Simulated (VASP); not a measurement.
## TiO2: relaxation of cell and atoms with PBE

The system is TiO2.

```xyz
6
Lattice="4.5998 0.0000 0.0000 0.0000 4.5998 0.0000 0.0000 0.0000 2.9592" Properties=species:S:1:pos:R:3 pbc="T T T"
Ti    0.0000    0.0000    1.4796
Ti    2.2999    2.2999    0.0000
O     1.3998    1.3998    1.4796
O     0.9001    3.6997    0.0000
O     3.6997    0.9001    0.0000
O     3.2000    3.2000    1.4796
```

The cell is a database's computed one.

```json
{
  "Program": "VASP 6.6.1",
  "Task": "relaxation of cell and atoms",
  "Functional": "PBE",
  "Potentials or basis": "VASP PAW PBE potentials, release 64 (Ti, O)",
  "Cutoff": "580 eV",
  "k mesh": "6 × 6 × 9",
  "Occupations": "fermi-dirac, width 0.05 eV",
  "Spin": "no spin polarisation",
  "Further INCAR settings": "ALGO = Normal; EDIFF = 1e-06; IBRION = 2; EDIFFG = -0.01; NSW = 60; ISIF = 3"
}
```

* Relaxed volume: 10.75 Å³/atom
* Relaxed cell: a = 4.661 Å, b = 4.661 Å, c = 2.969 Å, α = 90.00°, β = 90.00°, γ = 90.00°
* Space group after relaxing (to 0.05 Å): P4_2/mnm (No. 136)
* Energy gained by relaxing: 6.7 meV/atom
* Ionic steps: 5
* Pressure after relaxing: 0.0 GPa
* Largest force after relaxing: 0.007 eV/Å
* Band gap on the k mesh: 1.66 eV, direct

Forces in eV/Å, atoms in the order of the input:
```
Ti   0.000  0.000  0.000
Ti   0.000  0.000  0.000
O   -0.005 -0.005  0.000
O    0.005 -0.005  0.000
O   -0.005  0.005  0.000
O    0.005  0.005  0.000
```

The path:
```
step  energy change (eV)  largest force (eV/Å)  pressure (GPa)  volume (Å³)
   1              0.0000                0.1003            6.98        62.61
   2              0.0319                0.3010           -8.32        66.83
   3             -0.0368                0.0803           -0.02        64.34
   4             -0.0399                0.0192           -0.01        64.46
   5             -0.0402                0.0066           -0.01        64.51
```

Final structure:
```xyz
6
Lattice="4.6613 0.0000 0.0000 0.0000 4.6613 0.0000 0.0000 0.0000 2.9689" Properties=species:S:1:pos:R:3 pbc="T T T"
Ti    0.0000    0.0000    1.4845
Ti    2.3307    2.3307    0.0000
O     1.4203    1.4203    1.4845
O     0.9103    3.7510    0.0000
O     3.7510    0.9103    0.0000
O     3.2410    3.2410    1.4845
```

Levels at points of the mesh, in eV from the valence-band top:
```csv
k point,band 14,band 15,band 16,band 17,band 18,band 19
"(0.00, 0.00, 0.00)",-0.36,-0.36,0.00,1.66,1.93,2.20
"(0.50, 0.00, 0.00)",-1.51,-0.68,-0.68,2.29,2.29,2.74
"(0.50, 0.50, 0.00)",-1.19,-0.99,-0.99,1.68,1.68,2.28
```

Wall time 3.2 min on 1 thread of Intel(R) Xeon(R) Platinum 8488C (Sapphire Rapids), with other jobs on the host, peak memory 0.22 GiB.

Caveat: an odd mesh through Γ misses points on the zone boundary, where band edges often lie. A hybrid or GW would open this gap; PBE tends to underestimate it.
